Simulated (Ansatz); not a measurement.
# PbS, space group C2/m: a scan of one input key

Program: the Python package of Ansatz (0.2.0).

Script `pbs.py`:
```python
"""Keys set on an Input object, for PbS."""

import logging
import sys

import ansatz as az

logging.basicConfig(stream=sys.stdout, format="%(levelname)s %(message)s")
log = logging.getLogger("run")
log.setLevel(logging.INFO)

xtal = (
    az.Lattice.of((2.9405, -2.9, 0.0), (2.9405, 2.9, 0.0), (-1.080055, 0.0, 11.709294))
    .atom("Pb", (0.7756, 0.7756, 0.63638))
    .atom("Pb", (0.2244, 0.2244, 0.36362))
    .atom("S", (0.2684, 0.2684, 0.5986))
    .atom("S", (0.7316, 0.7316, 0.4014))
)

calc = (
    xtal.calculation()
    .basis(35 * az.Ry)
    .occupations("fixed")
    .functional("LDA")
    .kpoints(4, 4, 2, center="gamma")
    .band_table()
)
typed = calc.input()
rows = []
for value in [1, 2, 3]:
    edited = typed.set(az.key.basis.xc_grid, value)
    r = az.Session.from_dict(edited).plan().execute().report
    rows.append((value, r["free_energy_ev"], r["n_iterations"], len(r["eigenvalues_ev"][0]) if "eigenvalues_ev" in r else 0))
log.info("       xc grid            F eV      iterations    bands listed")
for row in rows:
    log.info(f"{str(row[0]):>14s}  {row[1]:14.5f}  {row[2]:14d}  {row[3]:14d}")
```

```console
$ python pbs.py
INFO        xc grid            F eV      iterations    bands listed
INFO              1    -24945.25711               8              24
INFO              2    -24945.25712               8              24
INFO              3    -24945.25712               8              24
```

Absolute energies stand on the zero of these potentials, so only differences at equal settings mean something. A total without «per atom» is that of the whole cell that was run. The cell holds layers, chains or clusters in vacuum, no bulk phase. Points of the mesh across the vacuum add cost only. Spin-orbit coupling, which matters for elements this heavy, is left out. The starting cell is as deposited in a crystallographic database; the results hold for this polymorph, which needn't be the stable one. Run time: 13 s on 1 thread of Arm Neoverse V1, with other jobs on the host, peak memory 0.49 GiB.
